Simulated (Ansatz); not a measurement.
NaH in the rocksalt structure, relaxed with r2SCAN in Ansatz. It is cubic, Fm-3m (No. 225); a = 4.795 Å in the conventional setting, 13.78 Å³ an atom. Around Na lie 6 H at 2.40 Å; around H lie 6 Na at 2.40 Å.

The axes x, y and z are those of this cell:
```yaml
crystal:
  lattice:
    - [0.00000, 2.39751, 2.39751]
    - [2.39751, 0.00000, 2.39751]
    - [2.39751, 2.39751, 0.00000]
  atoms:
    - { symbol: Na, position: [0.00000, 0.00000, 0.00000] }
    - { symbol: H, position: [0.50000, 0.50000, 0.50000] }
```

Unstrained: With PBE the valence top lies at W and the conduction bottom at L, 3.802 eV higher; the smallest vertical gap, at L, is 4.672 eV. The r2SCAN gap is indirect, 4.401 eV (W to L), below the direct gap of 5.264 eV at L. The HSE06 gap is indirect, 4.849 eV (W to L), below the direct gap of 5.811 eV at L. Meshes: PBE 10×10×10, r2SCAN 10×10×10, HSE06 6×6×6. Strains are changes of length per length. After each strain the atoms were relaxed again with r2SCAN within the symmetry that the strain leaves, so tilts or polar shifts that break it weren't tested; points keep the names that they have in the unstrained zone. No spin polarisation and no zero-point or thermal motion.

Question: Estimate what epitaxial +4.16 % in the plane normal to [111], free normal strain -1.29 % does to the gap.

Answer: PBE: the gap goes from 3.802 to 3.566 eV (-0.236 eV); the edges go from W → L to (0.266, -1/2, -0.271) → L. r2SCAN: the gap goes from 4.401 to 4.157 eV (-0.244 eV); the edges go from W → L to (0.266, -1/2, -0.271) → L. HSE06: the gap goes from 4.849 to 4.589 eV (-0.260 eV); the edges go from W → L to (0.266, -1/2, -0.271) → L. The r2SCAN energy rises by 8.5 meV an atom.

Question: Estimate what uniaxial +3.31 % along [111], other directions held does to the gap.

Answer: PBE: the gap goes from 3.802 to 3.545 eV (-0.257 eV); the edges go from W → L to (0.240, -1/2, -0.240) → L. r2SCAN: the gap goes from 4.401 to 4.139 eV (-0.262 eV); the edges go from W → L to (0.240, -1/2, -0.240) → L. HSE06: the gap goes from 4.849 to 4.580 eV (-0.269 eV); the edges go from W → L to (0.240, -1/2, -0.240) → L. The r2SCAN energy rises by 2.6 meV an atom.

Question: Apply uniaxial -3.45 % along z, other directions held. How far does the gap move, against the unstrained cell?

Answer: PBE: the gap goes from 3.802 to 3.842 eV (+0.040 eV); the edges go from W → L to (0.292, -1/2, -0.208) → L. r2SCAN: the gap goes from 4.401 to 4.445 eV (+0.044 eV); the edges go from W → L to (0.292, -1/2, -0.208) → L. HSE06: the gap goes from 4.849 to 4.899 eV (+0.050 eV); the edges go from W → L to (0.292, -1/2, -0.208) → L. The r2SCAN energy rises by 2.8 meV an atom.

Where an edge lies off the special points, it is a point of the mesh or the k point where a search put PBE's edge or least direct gap, reused for the other functionals, whose own edges may lie a little apart.

Coordinates of k points refer to the reciprocal vectors of the primitive cell of the runs.

The meshes of the hybrids are coarse, so their gaps aren't converged to the digits shown.
